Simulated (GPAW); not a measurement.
Input of a GPAW 26.7.0 run:

The input run.py:

```python
from ase import Atoms
from ase.dft.bandgap import bandgap
from ase.io import write
from gpaw import GPAW, PW

atoms = Atoms(['Al', 'Al', 'Al', 'Al', 'O', 'O', 'O', 'O', 'O', 'O'],
              cell=[[2.38025, 1.3742379782, 4.3318666667],
                    [-2.38025, 1.3742379782, 4.3318666667],
                    [0.0, -2.7484759565, 4.3318666667]],
              scaled_positions=[[0.85216, 0.85216, 0.85216],
                                [0.64784, 0.64784, 0.64784],
                                [0.14784, 0.14784, 0.14784],
                                [0.35216, 0.35216, 0.35216],
                                [0.05668, 0.75, 0.44332],
                                [0.75, 0.44332, 0.05668],
                                [0.44332, 0.05668, 0.75],
                                [0.94332, 0.25, 0.55668],
                                [0.25, 0.55668, 0.94332],
                                [0.55668, 0.94332, 0.25]],
              pbc=True)

calc = GPAW(mode=PW(800),
            xc='TB09',
            kpts={'size': (6, 6, 6), 'gamma': True},
            occupations={'name': 'fermi-dirac', 'width': 0.05},
            nbands=44,
            convergence={'density': 1e-05, 'energy': 1e-05},
            eigensolver='cg',
            maxiter=150,
            txt='gpaw.txt')
atoms.calc = calc
energy = atoms.get_potential_energy()
calc.write('gs.gpw')
write('result.traj', atoms)
print('Fermi level:', round(calc.get_fermi_level(), 4), 'eV')
print(f'Gap: {bandgap(calc)[0]:.4f} eV, direct: {bandgap(calc, direct=True)[0]:.4f} eV')
```

Potentials or basis: GPAW PAW data sets for LDA (gpaw-data 1.2.1), pw.

Launch:

```sh
$ OMP_NUM_THREADS=1 python run.py
```

**Question.** Estimate the band gap on the k mesh.

**Answer.** 8.19 eV, direct.

Caveat: a model potential gives levels but no total energy.

**Experimental background.**

From “Multi-petahertz electron interference in Cr:Al2O3 solid-state material”, 2018, pmc:5906618, for a bulk crystal of Al2O3: band gap 8.7 eV (optical).

A measured gap of Al2O3 is 8.7 eV (optical; quoted in “Multi-petahertz electron interference in Cr:Al2O3 solid-state material”, 2018, pmc:5906618); the calculated 8.19 eV misses it by -0.51 eV. The value is that of TB-mBJ on a finite k mesh, which can miss the band edges, without temperature or zero-point motion.
